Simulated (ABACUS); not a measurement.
# MgB2 (P6/mmm) in ABACUS: equation of state, part 2 of 2

ABACUS 3.10.1.

### Step 3. Equation of state, PBE, 9.29 Å³/atom (volume scaled by 0.96)

INPUT

```
INPUT_PARAMETERS
suffix              MgB2
calculation         scf
basis_type          pw
pseudo_dir          ./
symmetry            1
dft_functional      pbe
ecutwfc             84
pseudo_rcut         10
nspin               1
nbands              12
ks_solver           dav
smearing_method     fd
smearing_sigma      0.00367493
scf_thr             1e-08
scf_nmax            100
mixing_type         broyden
mixing_beta         0.7
cal_force           1
cal_stress          1
kpar                4
```

STRU

```
ATOMIC_SPECIES
Mg 24.3050 Mg.upf
B 10.8100 B.upf

LATTICE_CONSTANT
1.8897261246

LATTICE_VECTORS
3.0433056997 0.0000000000 0.0000000000
-1.5216528499 2.6355800475 0.0000000000
0.0000000000 0.0000000000 3.4753860551

ATOMIC_POSITIONS
Direct

Mg
0.0
1
0.0000000000 0.0000000000 0.0000000000 1 1 1

B
0.0
2
0.6666666667 0.3333333333 0.5000000000 1 1 1
0.3333333333 0.6666666667 0.5000000000 1 1 1
```

KPT

```
K_POINTS
0
Gamma
10 10 8 0 0 0
```

Potentials or basis: PseudoDojo NC SR 0.4.1 PBE standard, plane waves.

On the command line:

```
$ OMP_NUM_THREADS=1 mpirun -np 4 abacus > log
```

Run time: 6.5 s. Hardware: 4 MPI ranks of Intel Xeon Platinum 8488C (Sapphire Rapids), shared host; peak memory 0.28 GiB.

The run converged. Its results:

```yaml
Free_energy: -1776.6663 eV
Pressure: 5.6 GPa
Band_gap_on_the_k_mesh: none (metal or under the smearing width)
```

### Step 4. Equation of state, PBE, 9.49 Å³/atom (volume scaled by 0.98)

INPUT is that of step 3.

STRU: that of step 3 with these lines changed.

```diff
@@ -8,5 +8,5 @@
 LATTICE_VECTORS
-3.0433056997 0.0000000000 0.0000000000
--1.5216528499 2.6355800475 0.0000000000
-0.0000000000 0.0000000000 3.4753860551
+3.0642946782 0.0000000000 0.0000000000
+-1.5321473391 2.6537570360 0.0000000000
+0.0000000000 0.0000000000 3.4993549923
```

KPT is that of step 3.

On the command line:

```
$ OMP_NUM_THREADS=1 mpirun -np 4 abacus > log
```

Run time: 6.6 s. Hardware: 4 MPI ranks of Intel Xeon Platinum 8488C (Sapphire Rapids), shared host; peak memory 0.32 GiB.

The run converged. Its results:

```yaml
Free_energy: -1776.6805 eV
Pressure: 2.2 GPa
Band_gap_on_the_k_mesh: none (metal or under the smearing width)
```

### Step 5. Equation of state, PBE, 9.68 Å³/atom

INPUT is that of step 4.

STRU: that of step 4 with these lines changed.

```diff
@@ -8,5 +8,5 @@
 LATTICE_VECTORS
-3.0642946782 0.0000000000 0.0000000000
--1.5321473391 2.6537570360 0.0000000000
-0.0000000000 0.0000000000 3.4993549923
+3.0850000000 0.0000000000 0.0000000000
+-1.5425000000 2.6716883707 0.0000000000
+0.0000000000 0.0000000000 3.5230000000
```

KPT is that of step 4.

On the command line:

```
$ OMP_NUM_THREADS=1 mpirun -np 4 abacus > log
```

Run time: 6.7 s. Hardware: 4 MPI ranks of Intel Xeon Platinum 8488C (Sapphire Rapids), shared host; peak memory 0.32 GiB.

Results (log left out):

* Free energy: -1776.6829 eV
* Pressure: -0.9 GPa
* Band gap on the k mesh: none (metal or under the smearing width)

### Step 6. Equation of state, PBE, 9.87 Å³/atom (volume scaled by 1.02)

INPUT is that of step 5.

STRU: that of step 5 with these lines changed.

```diff
@@ -8,5 +8,5 @@
 LATTICE_VECTORS
-3.0850000000 0.0000000000 0.0000000000
--1.5425000000 2.6716883707 0.0000000000
-0.0000000000 0.0000000000 3.5230000000
+3.1054310590 0.0000000000 0.0000000000
+-1.5527155295 2.6893821868 0.0000000000
+0.0000000000 0.0000000000 3.5463318058
```

KPT is that of step 5.

Potentials or basis: PseudoDojo NC SR 0.4.1 PBE standard, plane waves.

On the command line:

```
$ OMP_NUM_THREADS=1 mpirun -np 4 abacus > log
```

Run time: 6.7 s. Hardware: 4 MPI ranks of Intel Xeon Platinum 8488C (Sapphire Rapids), shared host; peak memory 0.32 GiB.

It converged, with:

- Free energy: -1776.6745 eV
- Pressure: -3.7 GPa
- Band gap on the k mesh: none (metal or under the smearing width)

### Step 7. Equation of state, PBE, 10.07 Å³/atom (volume scaled by 1.04)

INPUT is that of step 6.

STRU: that of step 6 with these lines changed.

```diff
@@ -8,5 +8,5 @@
 LATTICE_VECTORS
-3.1054310590 0.0000000000 0.0000000000
--1.5527155295 2.6893821868 0.0000000000
-0.0000000000 0.0000000000 3.5463318058
+3.1255967608 0.0000000000 0.0000000000
+-1.5627983804 2.7068461969 0.0000000000
+0.0000000000 0.0000000000 3.5693605797
```

KPT is that of step 6.

On the command line:

```
$ OMP_NUM_THREADS=1 mpirun -np 4 abacus > log
```

Wall time 6.6 s (4 MPI ranks of Intel Xeon Platinum 8488C (Sapphire Rapids), shared host); peak memory 0.32 GiB.

It converged, with:

```
Free energy            : -1776.6562 eV
Pressure               : -6.3 GPa
Band gap on the k mesh : none (metal or under the smearing width)
```

### Step 8. Equation of state, PBE, 10.26 Å³/atom (volume scaled by 1.06)

INPUT is that of step 7.

STRU: that of step 7 with these lines changed.

```diff
@@ -8,5 +8,5 @@
 LATTICE_VECTORS
-3.1255967608 0.0000000000 0.0000000000
--1.5627983804 2.7068461969 0.0000000000
-0.0000000000 0.0000000000 3.5693605797
+3.1455055572 0.0000000000 0.0000000000
+-1.5727527786 2.7240877203 0.0000000000
+0.0000000000 0.0000000000 3.5920959734
```

KPT is that of step 7.

On the command line:

```
$ OMP_NUM_THREADS=1 mpirun -np 4 abacus > log
```

Run time: 6.7 s. Hardware: 4 MPI ranks of Intel Xeon Platinum 8488C (Sapphire Rapids), shared host; peak memory 0.32 GiB.

The run converged. Its results:

```yaml
Free_energy: -1776.6290 eV
Pressure: -8.7 GPa
Band_gap_on_the_k_mesh: none (metal or under the smearing width)
```

### Step 9. Equation of state, PBE

Potentials or basis: PseudoDojo NC SR 0.4.1 PBE standard, plane waves.

This step only gathers the single runs of the series.

What came out:

```yaml
Equilibrium_volume: 9.62 Å³/atom
Bulk_modulus_at_fixed_shape_and_positions: 152 GPa
Pressure_derivative_of_the_bulk_modulus: 3.6
```

Energy against volume, from the lowest point:
```csv
volume (Å³/atom),energy (meV/atom)
9.098,14.59
9.292,5.53
9.485,0.79
9.679,0.00
9.873,2.80
10.066,8.88
10.260,17.94
```

Caveat: the cell was scaled at fixed shape and fractional positions, which overstates the stiffness of a crystal with free parameters, most of all of layers and chains.
